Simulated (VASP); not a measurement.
# PbS (Galena) (Fm-3m) in VASP: notebook

The runs below take PbS (Galena) through single point, with PBEsol.

All numbers are computed with VASP 6.6.1; they aren't measurements. Logs are shortened: lines on timing, memory, paths and dates and some standing lists are left out, and cuts for length are marked.

**1. Starting point**

It takes space group Fm-3m (No. 225, cubic). Conventional cell: a = 5.931 Å, b = 5.931 Å, c = 5.931 Å, α = 90.00°, β = 90.00°, γ = 90.00°. Around Pb (site symmetry m-3m) lie 6 S at 2.97 Å. S (site symmetry m-3m) has 6 Pb at 2.97 Å as nearest neighbours.

**2. Single point, PBEsol**

Contents of INCAR:

```
SYSTEM = PbS
  PREC = Accurate
  ENCUT = 500
  EDIFF = 1E-7
  ISMEAR = 0
  SIGMA = 0.05
  LREAL = .False.
  LASPH = .True.
  NELM = 100
  ALGO = Normal
  ISIF = 2
  LWAVE = .False.
  LCHARG = .False.
  GGA = PS
  ADDGRID = .False.
```

Contents of KPOINTS:

```
Automatic mesh
0
Gamma
  4 4 4
  0 0 0
```

Contents of POSCAR:

```
PbS
1.0
    0.0000000000      2.9657500000      2.9657500000
    2.9657500000      0.0000000000      2.9657500000
    2.9657500000      2.9657500000      0.0000000000
Pb S
1 1
Direct
    0.0000000000      0.0000000000      0.0000000000
    0.5000000000      0.5000000000      0.5000000000
```

Potentials or basis: VASP PAW PBE potentials, release 64 (Pb_d, S).

Started as:

```sh
cat potpaw_PBE.64/Pb_d/POTCAR potpaw_PBE.64/S/POTCAR > POTCAR
mpirun -np 1 vasp_std > vasp.out
```

OUTCAR:

```text
SYSTEM = PbS
   PREC = Accurate
   ENCUT = 500
   EDIFF = 1E-7
   ISMEAR = 0
   LREAL = .False.
   LASPH = .True.
   NELM = 100
   ISIF = 2
   GGA = PS

 Found      8 irreducible k-points:

 Following reciprocal coordinates:
            Coordinates               Weight
  0.000000  0.000000  0.000000      1.000000
  0.250000  0.000000  0.000000      8.000000
  0.500000  0.000000  0.000000      4.000000
  0.250000  0.250000  0.000000      6.000000
  0.500000  0.250000  0.000000     24.000000
 -0.250000  0.250000  0.000000     12.000000
   k-points           NKPTS =      8   k-points in BZ     NKDIM =      8   number of bands    NBANDS=     14
   number of dos      NEDOS =    301   number of ions     NIONS =      2
   total plane-waves  NPLWV =  32768
   dimension x,y,z NGX =    32 NGY =   32 NGZ =   32
   dimension x,y,z NGXF=    64 NGYF=   64 NGZF=   64
   ions per type =               1   1
   NGX,Y,Z   is equivalent  to a cutoff of  12.68, 12.68, 12.68 a.u.
   NGXF,Y,Z  is equivalent  to a cutoff of  25.37, 25.37, 25.37 a.u.
 SYSTEM =  PbS
   PREC   = accura    normal or accurate (medium, high low for compatibility)
   ISTART =      0    job   : 0-new  1-cont  2-samecut
   ICHARG =      2    charge: 1-file 2-atom 10-const
   ISPIN  =      1    spin polarized calculation?
   LNONCOLLINEAR =      F non collinear calculations
   LSORBIT =      F    spin-orbit coupling
   LASPH  =      T    aspherical Exc in radial PAW
   ENCUT  =  500.0 eV  36.75 Ry    6.06 a.u.   7.65  7.65  7.65*2*pi/ulx,y,z
   NELM   =    100;   NELMIN=  2; NELMDL= -5     # of ELM steps
   EDIFF  = 0.1E-06   stopping-criterion for ELM
   LREAL  =      F    real-space projection
   EDIFFG = 0.1E-05   stopping-criterion for IOM
   NSW    =      0    number of steps for IOM
   IBRION =     -1    ionic relax: 0-MD 1-quasi-New 2-CG
   NFREE  =      0    steps in history (QN), initial steepest desc. (CG)
   ISIF   =      2    stress and relaxation
   ISYM   =      2    0-nonsym 1-usesym 2-fastsym
   POTIM  = 0.5000    time-step for ionic-motion
   TEBEG  =    0.0;   TEEND  =   0.0 temperature during run
   PSTRESS=    0.0 pullay stress
   NELECT =      20.0000    total number of electrons
   NUPDOWN=      -1.0000    fix difference up-down
   EMIN   =  10.00;   EMAX   =-10.00  energy-range for DOS
   EFERMI =   0.00;   METHOD = LEGACY
   ISMEAR =     0;   SIGMA  =   0.05  broadening in eV -4-tet -1-fermi 0-gaus
   EFERMI_NEDOS =   21; number of points for ismear=-14 and -15
   IALGO  =     38    algorithm
   IMIX   =      4    mixing-type and parameters
     AMIX     =   0.40;   BMIX     =  1.00
     AMIX_MAG =   1.60;   BMIX_MAG =  1.00
  volume/ion in A,a.u.               =      26.09       176.04
  Fermi-wavevector in a.u.,A,eV,Ry     =   1.189251  2.247359 19.242973  1.414319
  Thomas-Fermi vector in A             =   2.325363
   LORBIT       =      0    0 simple, 1 ext, 2 COOP (PROOUT), +10 PAW based schemes
   GGA     = PS    functional components
   LHFCALC =     F    Hartree Fock is set to
   AEXX    =    0.0000 exact exchange contribution
   IVDW    =     0    specifies the selected vdW correction
   LEPSILON=     F    determine dielectric tensor
   LRPA    =     F    only Hartree local field effects (RPA)
 non-spin polarized calculation
 Gauss-broadening in eV      SIGMA  =   0.05
  energy-cutoff  :      500.00
  volume of cell :       52.17
 maximum number of plane-waves:      1363
 NGX is ok and might be reduce to    32
   NGX = 15   NGY = 15   NGZ = 15

 number of electron      19.9999998 magnetization

 Free energy of the ion-electron system (eV)
  ---------------------------------------------------
  ext. energy  EPLUGINS =         0.00000000
  ---------------------------------------------------
  free energy    TOTEN  =        -9.44165669 eV

  energy without entropy =       -9.44165139  energy(sigma->0) =       -9.44165404

 E-fermi :   5.8132     XC(G=0):  -9.8890

 val. band max:        5.6856919706   @ k =   0.5000   0.0000   0.0000
 cond. band min:       5.9406495293   @ k =   0.5000   0.0000   0.0000
 fundamental gap:      0.2549575586
 Fermi energy:         5.8131707615

 k-point     1 :       0.0000    0.0000    0.0000
  band No.  band energies     occupation
      1     -11.0538      2.00000
      2     -11.0538      2.00000
      3     -11.0538      2.00000
      4     -11.0408      2.00000
      5     -11.0408      2.00000
      6      -7.9175      2.00000
      7      -0.3714      2.00000
      8       3.5155      2.00000
      9       3.5155      2.00000
     10       3.5155      2.00000
     11      10.8479      0.00000
     12      10.8479      0.00000
     13      10.8479      0.00000
     14      12.3312      0.00000

 k-point     2 :       0.2500    0.0000    0.0000
  band No.  band energies     occupation
      1     -11.0595      2.00000
      2     -11.0595      2.00000
      3     -11.0518      2.00000
      4     -11.0272      2.00000
      5     -11.0272      2.00000
      6      -7.4067      2.00000
      7      -1.8034      2.00000
      8       3.6769      2.00000
      9       3.6769      2.00000
     10       4.5046      2.00000
     11       7.9591      0.00000
     12       8.8458      0.00000
     13       8.8458      0.00000
     14      12.4068      0.00000

 k-point     3 :       0.5000    0.0000    0.0000
  band No.  band energies     occupation
      1     -11.0746      2.00000
      2     -11.0746      2.00000
      3     -11.0509      2.00000
      4     -11.0042      2.00000
      5     -11.0042      2.00000
      6      -6.6491      2.00000
      7      -3.2107      2.00000
      8       3.9116      2.00000
      9       3.9116      2.00000
     10       5.6857      1.99969
     11       5.9406      0.00031
     12       7.5824      0.00000
     13       7.5824      0.00000
     14      14.1749      0.00000

 k-point     4 :       0.2500    0.2500    0.0000
  band No.  band energies     occupation
      1     -11.1010      2.00000
      2     -11.0669      2.00000
      3     -11.0275      2.00000
      4     -11.0232      2.00000
      5     -11.0232      2.00000
      6      -7.2135      2.00000
      7      -1.5679      2.00000
      8       2.8394      2.00000
      9       2.8394      2.00000
     10       3.9416      2.00000
     11       8.0636      0.00000
     12      10.2930      0.00000
     13      10.5549      0.00000
     14      10.5549      0.00000

 k-point     5 :       0.5000    0.2500    0.0000
  band No.  band energies     occupation
      1     -11.1328      2.00000
      2     -11.0554      2.00000
      3     -11.0424      2.00000
      4     -11.0140      2.00000
      5     -10.9998      2.00000
      6      -6.4483      2.00000
      7      -2.5354      2.00000
      8       1.8810      2.00000
      9       2.8887      2.00000
     10       3.4408      2.00000
     11       8.4618      0.00000
     12       9.4580      0.00000
     13       9.9319      0.00000
     14      11.8997      0.00000

 k-point     6 :      -0.2500    0.2500    0.0000
  band No.  band energies     occupation
      1     -11.0905      2.00000
      2     -11.0577      2.00000
      3     -11.0392      2.00000
      4     -11.0220      2.00000
      5     -11.0208      2.00000
      6      -6.7194      2.00000
      7      -2.5478      2.00000
      8       1.9433      2.00000
      9       3.7853      2.00000
     10       4.8660      2.00000
     11       7.0457      0.00000
     12       8.0679      0.00000
     13       9.8707      0.00000
     14      13.9019      0.00000

 [... further k-points ...]
[... 5 lines left out ...]
  --------------------------------------------------------------------------------------
  -------------------------------------------------------------------------------------
  Total       -0.2593904     -0.2593904     -0.2593904      0.0000000     -0.0000000      0.0000000
  in kB       -7.9658264     -7.9658264     -7.9658264      0.0000000     -0.0000000      0.0000000
  external PRESSURE =      -7.9658264 kB  Pullay stress =       0.0000000 kB

 VOLUME and BASIS-vectors are now :
 -----------------------------------------------------------------------------
  energy-cutoff  :      500.00
  volume of cell :       52.17
      direct lattice vectors                 reciprocal lattice vectors
     0.000000000  2.965750000  2.965750000    -0.168591419  0.168591419  0.168591419
     2.965750000  0.000000000  2.965750000     0.168591419 -0.168591419  0.168591419
     2.965750000  2.965750000  0.000000000     0.168591419  0.168591419 -0.168591419

 POSITION                                       TOTAL-FORCE (eV/Angst)
 -----------------------------------------------------------------------------------
      0.00000      0.00000      0.00000        -0.000000      0.000000     -0.000000
      2.96575      2.96575      2.96575         0.000000     -0.000000      0.000000
 -----------------------------------------------------------------------------------
    total drift:                                0.000000     -0.000000     -0.000000

  FREE ENERGIE OF THE ION-ELECTRON SYSTEM (eV)
  ---------------------------------------------------
  free  energy   TOTEN  =        -9.4416566861 eV

  energy  without entropy=       -9.4416513865  energy(sigma->0) =       -9.44165404
```

It took 3.4 s on 1 thread of Intel Xeon 6975P-C (Granite Rapids), shared host; peak memory 0.17 GiB.

These settings aren't checked as converged: the numbers below hold their error.

What came out:

* Free energy: -9.4417 eV
* Pressure: -0.8 GPa
* Band gap on the k mesh: 0.25 eV, direct

Caveat: the k mesh is coarse (spacing up to 0.46 Å⁻¹), so the values aren't converged; the PAW data sets were made with another functional, which shifts forces and pressure a little; spin-orbit coupling is left out, which as a rule narrows the gap of such compounds by several tenths of an eV.

**3. Single point, PBEsol**

Changes to INCAR since step 2:

```diff
@@ -2,3 +2,3 @@
   PREC = Accurate
-  ENCUT = 500
+  ENCUT = 350
   EDIFF = 1E-7
```

Contents of KPOINTS:

```
Automatic mesh
0
Gamma
  5 5 5
  0 0 0
```

POSCAR is that of step 2.

Potentials or basis: VASP PAW PBE potentials, release 64 (Pb_d, S).

Started as:

```sh
cat potpaw_PBE.64/Pb_d/POTCAR potpaw_PBE.64/S/POTCAR > POTCAR
mpirun -np 1 vasp_std > vasp.out
```

Run time: 3.8 s. Hardware: 1 thread of Intel Xeon 6975P-C (Granite Rapids), shared host; peak memory 0.15 GiB.

These settings aren't checked as converged: the numbers below hold their error.

What came out:

```yaml
Free_energy: -9.4689 eV
Pressure: -1.4 GPa
```

Caveat: this odd mesh misses L, where the gap lies, so gap, dielectric constants and Born charges aren't listed; the PAW data sets were made with another functional, which shifts forces and pressure a little.

**4. Single point, PBEsol**

Changes to INCAR since step 3:

```diff
@@ -2,3 +2,3 @@
   PREC = Accurate
-  ENCUT = 350
+  ENCUT = 600
   EDIFF = 1E-7
```

Contents of KPOINTS:

```
Automatic mesh
0
Gamma
  4 4 4
  0 0 0
```

POSCAR is that of step 3.

Started as:

```sh
cat potpaw_PBE.64/Pb_d/POTCAR potpaw_PBE.64/S/POTCAR > POTCAR
mpirun -np 1 vasp_std > vasp.out
```

It took 4.9 s on 1 thread of Intel Xeon 6975P-C (Granite Rapids), shared host; peak memory 0.19 GiB.

The run converged, but some of its settings lie outside the range that counts as converged, so its numbers aren't taken as properties of the crystal.

What came out:

* Free energy: -9.4422 eV
* Pressure: -0.7 GPa
* Band gap on the k mesh: 0.26 eV, direct

Caveat: the k mesh is coarse (spacing up to 0.46 Å⁻¹), so the values aren't converged; the PAW data sets were made with another functional, which shifts forces and pressure a little; spin-orbit coupling is left out, which as a rule narrows the gap of such compounds by several tenths of an eV.

**5. Single point, PBEsol**

Changes to INCAR since step 4:

```diff
@@ -2,3 +2,3 @@
   PREC = Accurate
-  ENCUT = 600
+  ENCUT = 400
   EDIFF = 1E-7
```

Contents of KPOINTS:

```
Automatic mesh
0
Gamma
  5 5 5
  0 0 0
```

POSCAR is that of step 4.

Started as:

```sh
cat potpaw_PBE.64/Pb_d/POTCAR potpaw_PBE.64/S/POTCAR > POTCAR
mpirun -np 1 vasp_std > vasp.out
```

It took 3.6 s on 1 thread of Intel Xeon 6975P-C (Granite Rapids), shared host; peak memory 0.15 GiB.

The run converged, but some of its settings lie outside the range that counts as converged, so its numbers aren't taken as properties of the crystal.

Results:

| Quantity | Value |
| --- | --- |
| Free energy | -9.4699 eV |
| Pressure | -1.1 GPa |

Caveat: this odd mesh misses L, where the gap lies, so gap, dielectric constants and Born charges aren't listed; the PAW data sets were made with another functional, which shifts forces and pressure a little.

**6. For comparison**

An earlier run on the cell as given: functional PBEsol; potentials or basis VASP PAW PBE potentials, release 64 (Pb_d, S); cutoff 520 eV; k mesh 8 × 8 × 8; occupations fermi-dirac, width 0.05 eV; no spin polarisation.

* Pressure: -0.9 GPa
* Band gap on the k mesh: 0.25 eV, direct
